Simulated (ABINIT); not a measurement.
ZnO (zincite):

```
Zn O
1.0
     3.24931    0.00000    0.00000
    -1.62465    2.81398    0.00000
     0.00000    0.00000    5.20571
Zn O
2 2
Cartesian
  1.6247 0.9380 0.0000
  0.0000 1.8760 2.6029
  0.0000 1.8760 4.5759
  1.6247 0.9380 1.9730
```

Base run:

* Program: ABINIT 10.8.3 (patched build)
* Functional: PBEsol
* Potentials or basis: PseudoDojo NC SR PBEsol v0.4.1 standard
* Cutoff: 1034 eV
* k mesh: 7 × 7 × 4
* Occupations: fermi-dirac, width 0.05 eV
* Spin: no spin polarisation

Its results: band gap on the k mesh 0.76 eV, direct; largest force 0.062 eV/Å.

**Question.** The run is repeated on the same cell with these changes: potentials or basis from PseudoDojo NC SR PBEsol v0.4.1 standard to JTH PAW PBE v2.0; cutoff from 1034 eV to 490 eV; valence electrons from 52 to 36. What comes out?

**Answer.** Band gap on the k mesh 0.68 eV, direct; largest force 0.064 eV/Å.

Caveats: an odd mesh through Γ misses points on the zone boundary, where band edges often lie; the PAW data sets were made with another functional, which shifts forces and pressure a little (some runs).

Not every run made on this cell is shown here.
